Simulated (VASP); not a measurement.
Runs of VASP 6.6.1 on Ge. The structure is cubic, space group Fd-3m (No. 227). The conventional cell has a = 5.658 Å, b = 5.658 Å, c = 5.658 Å, α = 90.00°, β = 90.00°, γ = 90.00°. Ge (site symmetry -43m) has 4 Ge at 2.45 Å as nearest neighbours. 

```csv
level,spin,k mesh,further INCAR settings,gap on the mesh (eV),pressure (GPa)
r2SCAN,off,8 × 8 × 8,ALGO = Normal; EDIFF = 1e-07,(b),0.6
rSCAN,off,8 × 8 × 8,ALGO = Normal; EDIFF = 1e-06,0.38,0.8
SCAN,off,8 × 8 × 8,ALGO = Normal; EDIFF = 1e-06,0.17,(a)
r2SCAN,"SOC, no magnetisation",6 × 6 × 6,ALGO = Normal; EDIFF = 1e-06,-,0.6
```

Alike in all rows: task band structure; potentials or basis VASP PAW PBE potentials, release 64 (Ge_d); cell as given; cutoff (eV) 520; smearing fermi-dirac 0.05 eV.

Estimate the missing entries.

(a) 0.2; (b) 0.40.

Caveats: the PAW data sets were made with another functional, which shifts forces and pressure a little.

A k mesh can miss the band edges, and rows without SOC leave out spin-orbit coupling on Ge.

Runs at the PBE level aren't shown here.
